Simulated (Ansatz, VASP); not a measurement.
**Two plane-wave programs on WS2**

```
W S
1.0
     3.18312    0.00000    0.00000
    -1.59156    2.75666    0.00000
     0.00000    0.00000   35.18056
W S
4 8
Direct
  0.33333 0.66667 0.59232
  0.33333 0.66667 0.22340
  0.66667 0.33333 0.77660
  0.66667 0.33333 0.40768
  0.33333 0.66667 0.82115
  0.33333 0.66667 0.45202
  0.66667 0.33333 0.63662
  0.66667 0.33333 0.26774
  0.33333 0.66667 0.73226
  0.33333 0.66667 0.36338
  0.66667 0.33333 0.54798
  0.66667 0.33333 0.17885
```

Alike in both runs: functional PBEsol; k mesh 10 × 10 × 1; occupations fermi-dirac, width 0.05 eV; no spin polarisation.

```csv
,VASP,Ansatz
version,VASP 6.6.1,Ansatz 0.2.0
potentials or method,"VASP PAW PBE potentials, release 64 (W_sv, S)",Ansatz PAW
plane-wave cutoff (eV),520,420
valence electrons in the cell,104,104
task,single point,band structure
```

Ansatz gave:

| Item | Value |
| --- | --- |
| gap on the k mesh at the Fermi level (eV) | 1.39 |
| least direct gap on the mesh (eV) | 2.10 |
| rms of the force components (eV/Å) | 0.081 |

**Question.** Which values does VASP return?

**Answer.** gap on the k mesh at the Fermi level (eV): 1.40; least direct gap on the mesh (eV): 2.10; rms of the force components (eV/Å): 0.073.

Atom by atom the forces differ by 0.010 eV/Å (rms over components).

Caveats: spin-orbit coupling is left out, which moves the levels of the heavy elements; the PAW data sets were made with another functional, which shifts forces and pressure a little (VASP); the k mesh misses the band edges, so the gap on the mesh is wider than the one along the path (Ansatz); the PAW data sets come from PBE, with cores solved anew for the run's functional, which leaves a small shift of forces and pressure (Ansatz).
